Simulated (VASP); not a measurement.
# VASP 6.6.1 run: CaO

INCAR

```
ENCUT = 500
ISMEAR = -1
NELM = 120
SIGMA = 0.02
LWAVE = .FALSE.
LREAL = .FALSE.
LASPH = .TRUE.
ISIF = 2
LCHARG = .FALSE.
NSW = 0
EDIFF = 1E-7
GGA = PE
NBANDS = 15
PREC = Accurate
IBRION = -1
```

KPOINTS

```
KPOINTS created by Atomic Simulation Environment
0
Gamma
8 8 8
0 0 0
```

POSCAR

```
Ca O
 1.0000000000000000
     0.0000000000000000    2.4455011158000000    2.3735746124000001
     2.4455011158000000    0.0000000000000000    2.3735746124000001
     2.4455011158000000    2.4455011158000000    0.0000000000000000
 Ca  O
   1   1
Cartesian
  0.0000000000000000  0.0000000000000000  0.0000000000000000
  2.4455011158000000  2.4455011158000000  2.3735746124000001
```

The recommended PBE PAW datasets give the neutral cell 16 valence electrons.

Command

```
mpirun -np 1 vasp_std
```

OSZICAR

```
N       E                     dE             d eps       ncg     rms          rms(c)
DAV:   1     0.124747160221E+03    0.12475E+03   -0.81754E+03  1770   0.105E+03
DAV:   2    -0.904010878351E+01   -0.13379E+03   -0.12430E+03  2169   0.287E+02
DAV:   3    -0.143717473751E+02   -0.53316E+01   -0.52900E+01  2205   0.592E+01
DAV:   4    -0.145126254163E+02   -0.14088E+00   -0.14081E+00  2418   0.869E+00
DAV:   5    -0.145144400152E+02   -0.18146E-02   -0.18146E-02  2143   0.877E-01    0.857E+00
DAV:   6    -0.128804585441E+02    0.16340E+01   -0.52083E+00  1960   0.220E+01    0.366E+00
DAV:   7    -0.128014294669E+02    0.79029E-01   -0.41437E-01  1945   0.660E+00    0.181E+00
DAV:   8    -0.127985484959E+02    0.28810E-02   -0.76537E-02  2246   0.298E+00    0.414E-01
DAV:   9    -0.127971698756E+02    0.13786E-02   -0.43760E-03  1841   0.549E-01    0.111E-01
DAV:  10    -0.127978446833E+02   -0.67481E-03   -0.75643E-04  2169   0.241E-01    0.434E-02
DAV:  11    -0.127978224336E+02    0.22250E-04   -0.46197E-05  2227   0.806E-02    0.639E-03
DAV:  12    -0.127978223052E+02    0.12833E-06   -0.75294E-06  2015   0.231E-02    0.342E-03
DAV:  13    -0.127978224366E+02   -0.13139E-06   -0.24276E-07  2275   0.519E-03    0.620E-04
DAV:  14    -0.127978224661E+02   -0.29502E-07   -0.26968E-08  1144   0.179E-03
   1 F= -.12797822E+02 E0= -.12797822E+02  d E =-.251968E-10
```

From OUTCAR

```
k-points           NKPTS =     59   k-points in BZ     NKDIM =     59   number of bands    NBANDS=     15

   NELECT =      16.0000    total number of electrons

   dimension x,y,z NGX =    28 NGY =   28 NGZ =   28
   dimension x,y,z NGXF=    56 NGYF=   56 NGZF=   56

  energy-cutoff  :      500.00
  volume of cell :       28.39
      direct lattice vectors                 reciprocal lattice vectors
     0.000000000  2.445501116  2.373574612    -0.204457073  0.204457073  0.210652742
     2.445501116  0.000000000  2.373574612     0.204457073 -0.204457073  0.210652742
     2.445501116  2.445501116  0.000000000     0.204457073  0.204457073 -0.210652742

 k-points in reciprocal lattice and weights: KPOINTS created by Atomic Simulation Env
   0.00000000  0.00000000  0.00000000       0.002
   0.12500000  0.00000000  0.00000000       0.016
   0.25000000  0.00000000  0.00000000       0.016
   0.37500000 -0.00000000  0.00000000       0.016
   0.50000000  0.00000000  0.00000000       0.008
   0.12500000  0.12500000  0.00000000       0.004
   0.25000000  0.12500000  0.00000000       0.016
   0.37500000  0.12500000  0.00000000       0.016
   ...

 E-fermi :   2.6299

 k-point     1 :       0.0000    0.0000    0.0000
  band No.  band energies     occupation
      1     -35.5006      2.00000
      2     -16.2880      2.00000
      3     -16.2880      2.00000
      4     -16.2664      2.00000
      5     -13.2673      2.00000
      6       2.2004      2.00000
      7       2.2004      2.00000
      8       2.2703      2.00000
      9       6.7286      0.00000
     10       8.3349      0.00000
     11       8.3349      0.00000
     12       8.5276      0.00000
     13       9.7270      0.00000
     14      10.0291      0.00000
     15      17.1634      0.00000

 k-point     2 :       0.1250    0.0000    0.0000
  band No.  band energies     occupation
      1     -35.4871      2.00000
      2     -16.4699      2.00000
      3     -16.2977      2.00000
      4     -16.2797      2.00000
      5     -13.0652      2.00000
      6       1.6940      2.00000
      7       2.0015      2.00000
      8       2.0419      2.00000
      9       7.4052      0.00000
     10       8.3466      0.00000
     11       8.6031      0.00000
     12       8.7206      0.00000
     13      10.0738      0.00000
     14      10.3937      0.00000
     15      17.7115      0.00000

 k-point     3 :       0.2500    0.0000    0.0000
  band No.  band energies     occupation
      1     -35.4543      2.00000
      2     -16.8567      2.00000
      3     -16.3210      2.00000
      4     -16.2932      2.00000
      5     -12.6471      2.00000
      6       0.7152      2.00000
      7       1.5747      2.00000
      8       1.5947      2.00000
      9       8.4113      0.00000
     10       8.8532      0.00000
     11       9.3042      0.00000
     12       9.3555      0.00000
     13      10.9136      0.00000
     14      11.2654      0.00000
     15      17.9214      0.00000

 ...

  Total       -0.2799117     -0.2799117      0.5272113      0.0000000      0.0000000      0.0000000
  in kB      -15.7965762    -15.7965762     29.7527175      0.0000000      0.0000000      0.0000000
  external PRESSURE =      -0.6134783 kB  Pullay stress =       0.0000000 kB

 POSITION                                       TOTAL-FORCE (eV/Angst)
 -----------------------------------------------------------------------------------
      0.00000      0.00000      0.00000         0.000000     -0.000000      0.000000
      2.44550      2.44550      2.37357        -0.000000      0.000000      0.000000
 -----------------------------------------------------------------------------------
    total drift:                                0.000000      0.000000      0.000000

  FREE ENERGIE OF THE ION-ELECTRON SYSTEM (eV)
  ---------------------------------------------------
  free  energy   TOTEN  =       -12.7978224661 eV

  energy  without entropy=      -12.7978224661  energy(sigma->0) =      -12.79782247
```

It converged. Results: gap between bands v and c on the k mesh 3.53 eV; least direct gap on the k mesh 4.00 eV; pressure -0.1 GPa. Band v is the last that the valence electrons fill when counted band by band, and c is the next.

For comparison, a separate PBE run of the intended cell, on usual settings and not on those above, gives a gap of 3.53 eV on its mesh and a pressure of 0.0 GPa.

The run above took about 20 s on one core of a shared host (Intel Xeon Platinum 8488C) and held 0.17 GiB at most.
